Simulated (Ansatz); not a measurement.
# HfN: the cost of one run

Method: DFT PBE, scalar-relativistic, plane waves, PAW, in Ansatz 0.2.0.

2 further runs of the same task are left out: 1 that didn't finish, 1 set aside as unsound or not needed.

**1. The system as given**

It takes space group P6_3/mmc (No. 194, hexagonal). Conventional cell: a = 3.159 Å, b = 3.159 Å, c = 5.451 Å, α = 90.00°, β = 90.00°, γ = 120.00°. Around Hf (site symmetry -6m2) lie 6 N at 2.28 Å. Around N (site symmetry -3m) lie 6 Hf at 2.28 Å.

Coordinates:

```cif
data_structure
_symmetry_space_group_name_H-M 'P6_3/mmc'
_symmetry_Int_Tables_number 194
_cell_length_a 3.1594
_cell_length_b 3.1594
_cell_length_c 5.4508
_cell_angle_alpha 90.000
_cell_angle_beta 90.000
_cell_angle_gamma 120.000
_cell_volume 47.12
loop_
_atom_site_label
_atom_site_type_symbol
_atom_site_symmetry_multiplicity
_atom_site_Wyckoff_symbol
_atom_site_fract_x
_atom_site_fract_y
_atom_site_fract_z
_atom_site_occupancy
Hf1 Hf 2 c 0.66667 0.33333 0.75000 1
N1 N 2 a 0.00000 0.00000 0.00000 1
```

It goes back to an entry of the Materials Project, which need not be the stable form.

It is the result of an earlier relaxation at this level (volume 11.78 Å³/atom; gap on the mesh: none (metal)).

**2. Electronic structure at the relaxed geometry**

The input, input.yaml:

```yaml
crystal:
  lattice:
    - [3.1593699056, 0.0, 0.0]
    - [-1.5796849528, 2.7360945982, 0.0]
    - [0.0, 0.0, 5.4508227252]
  atoms:
    - { symbol: Hf, position: [0.6666666667, 0.3333333333, 0.75] }
    - { symbol: Hf, position: [0.3333333333, 0.6666666667, 0.25] }
    - { symbol: "N", position: [0.0, 0.0, 0.0] }
    - { symbol: "N", position: [0.0, 0.0, 0.5] }
basis:
  ecutwfc: 420
kpoints:
  mp_grid: { grid: [18, 18, 8] }
  band_path:
    path:
      - [[0.0, 0.0, 0.0], [0.5, 0.0, 0.0], [0.33333333, 0.33333333, 0.0], [0.0, 0.0, 0.0], [0.0, 0.0, 0.5], [0.5, 0.0, 0.5], [0.33333333, 0.33333333, 0.5], [0.0, 0.0, 0.5]]
      - [[0.5, 0.0, 0.5], [0.5, 0.0, 0.0]]
      - [[0.33333333, 0.33333333, 0.5], [0.33333333, 0.33333333, 0.0]]
    npoints: 14
hamiltonian:
  xc: pbe
scf:
  occupations: { method: gaussian, width: 0.1 }
  n_extra_bands: 10
output:
  forces: true
  stress: true
  eigenvalues: true
  populations: true
  dos: { projected: true, de: 0.02, nscf_kmesh: { grid: [27, 27, 12] } }
  bader: true
  write_density: true
  write_potential: true
  elf: true
  volumetric_format: npy
```

Launch:

```console
$ ansatz run input.yaml --threads 1 --pin off --max-ram 2560MiB --backend cpu --events-out ev --progress --plain --runs-dir out
```

What time and memory should one allow on 1 thread of Arm Neoverse V2, shared host?

About 71 s, with a peak of 0.77 GiB.
